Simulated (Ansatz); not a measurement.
Input for Ansatz (plane-wave DFT, PAW):

```yaml
crystal:
  lattice:
    - [2.8694187012, 0.0, 0.0]
    - [-1.4347093506, 2.4849894893, 0.0]
    - [0.0, 0.0, 18.6698620065]
  atoms:
    - { symbol: Al, position: [0.0, 0.0, 0.0] }
    - { symbol: Al, position: [0.3333333333, 0.6666666667, 0.125] }
    - { symbol: Al, position: [0.6666666667, 0.3333333333, 0.25] }
    - { symbol: Al, position: [0.3333333333, 0.6666666667, 0.375] }
    - { symbol: Al, position: [0.0, 0.0, 0.5] }
    - { symbol: Al, position: [0.6666666667, 0.3333333333, 0.625] }
    - { symbol: Al, position: [0.3333333333, 0.6666666667, 0.75] }
    - { symbol: Al, position: [0.6666666667, 0.3333333333, 0.875] }
basis:
  ecutwfc: 420
kpoints:
  mp_grid: { grid: [18, 18, 3] }
hamiltonian:
  xc: pbe
scf:
  occupations: { method: gaussian, width: 0.1 }
output:
  forces: true
  stress: true
  eigenvalues: true
  populations: true
relax:
  adjacent_minimum: "off"
  f_tol: 0.01
  max_steps: 45
  cell: { stress_tol: 0.05 }
```

Run as
```bash
ansatz run input.yaml --threads 1 --pin off --max-ram 2560MiB --backend cpu --events-out ev --progress --plain --runs-dir out
```

These are results of Ansatz, DFT PBE, scalar-relativistic, plane waves, PAW, not measurements.

Part of what the program printed, abridged (final results; tables in files aren't shown):

```
SCF 4 converged in 4 iterations: F = -4299.979994 eV  dr2 = 2.63e-11
SCF converged after 4 iterations
Free energy (F): -4299.979994 eV
Harris-Foulkes:  -4299.979994 eV  (|F-HF|=2.73e-12)
Internal energy: -4299.964044 eV  (E = F + TS)
E sigma→0 (E₀):  -4299.972019 eV
Entropy (-TS):   -0.015951 eV (-1.994 meV/atom)
Fermi energy:    7.905410 eV
--- Per-component energies (eV) ---
  E_band       = 84.309374
  E_kinetic    = 181.890421
  E_local      = 78.934480  (includes V_loc(G=0)·N_el)
  E_nonlocal   = 82.605546
  E_hartree    = 0.836810
  E_xc         = -317.768738
  E_vxc        = -231.536249  (∫ρ·V_xc dr)
  E_paw        = -3738.665666  (= ΣΔE_a)
  E_vpaw       = -29.258419  (= ΣTr[D̂ρ^β])
  E_aug_tail   = -0.000018  (compensation charges beyond the density's cutoff)
  E_ewald      = -587.796879
  E_smearing   = -0.015951  (= −TS)
--- Forces (eV/Å), atoms counted from 1 ---
  atom   1  Al     0.00000000     0.00000000     0.00000000
  atom   2  Al     0.00000000     0.00000000    -0.00058248
  atom   3  Al     0.00000000     0.00000000     0.00000000
  atom   4  Al     0.00000000     0.00000000     0.00058248
  atom   5  Al     0.00000000     0.00000000     0.00000000
  atom   6  Al     0.00000000     0.00000000    -0.00058248
  atom   7  Al     0.00000000     0.00000000     0.00000000
  atom   8  Al     0.00000000     0.00000000     0.00058248
--- Stress (GPa, compression-positive) ---
       -0.017014       0.000000       0.000000
        0.000000      -0.017014       0.000000
        0.000000       0.000000       0.009180
  P = ⅓ Tr σ = -0.0083 GPa (-0.083 kbar)
--- Band table (eV; the first three rows and the last of 74) ---
  k-point 0: bands = ["-3.1897", "-2.7893", "-2.7377", "-1.4986", "-1.4891", "0.5795", "0.6139", "3.3659", "3.5931", "7.0941", "7.1242", "11.4200", "11.4249", "16.2729", "16.2958", "18.5512", "18.5512", "18.6388", "18.6388", "18.8654"]
  k-point 1: bands = ["-3.1425", "-3.0010", "-2.4322", "-2.0094", "-0.8869", "-0.1897", "1.4704", "2.4281", "4.6141", "5.8210", "8.4745", "9.9137", "12.9949", "14.6213", "17.9468", "18.5884", "18.5884", "18.6668", "18.6668", "18.7170"]
  k-point 2: bands = ["-3.1154", "-2.7152", "-2.6636", "-1.4252", "-1.4157", "0.6518", "0.6862", "3.4346", "3.6658", "7.1618", "7.1920", "11.4792", "11.4854", "16.2491", "16.3162", "16.9541", "17.2912", "17.3723", "17.5225", "17.8523"]
  k-point 73: bands = ["4.6214", "4.6214", "4.6963", "4.7570", "4.7570", "4.8259", "5.2175", "5.2175", "5.3339", "5.6826", "5.7318", "5.7318", "6.5391", "6.5391", "6.8968", "7.4181", "7.8617", "7.8617", "9.2893", "9.2893"]
--- Relaxed structure (3 steps of the walk, 3 accepted, 1 SCFs on fresh bases) ---
  F+E_penalty+E_count = -4299.97999438 eV   max|allowed force component| = 5.825e-4 eV/Å   (the final SCF, on the basis selected at the relaxed cell)
  cell:  # Å, volume = 132.1958 Å³
    - [2.86231444, 0.0, 0.0]
    - [-1.43115722, 2.47883702, 0.0]
    - [0.0, 0.0, 18.63169006]
  atoms:
    - { symbol: Al, position: [0.0, 0.0, 0.0] }
    - { symbol: Al, position: [0.33333333, 0.66666666, 0.12436909] }
    - { symbol: Al, position: [0.66666666, 0.33333333, 0.24999999] }
    - { symbol: Al, position: [0.33333333, 0.66666666, 0.37563090] }
    - { symbol: Al, position: [0.0, 0.0, 0.49999999] }
    - { symbol: Al, position: [0.66666666, 0.33333333, 0.62436909] }
    - { symbol: Al, position: [0.33333333, 0.66666666, 0.75] }
    - { symbol: Al, position: [0.66666666, 0.33333333, 0.87563090] }
--- Löwdin populations: 8 sites ---
  site symbol q [e]
     0     Al      2.9569
     1     Al      2.9499
     2     Al      2.9694
     3     Al      2.9499
     4     Al      2.9569
     5     Al      2.9499
     6     Al      2.9694
     7     Al      2.9499
  spilling = 0.014480 (of n_electrons = 24.000000)
```

The relaxation met its thresholds.

Time: 2.2 min on 1 thread of Intel(R) Xeon(R) Processor @ 2.50GHz (Skylake/Cascade Lake) (shared host), peak memory 0.49 GiB.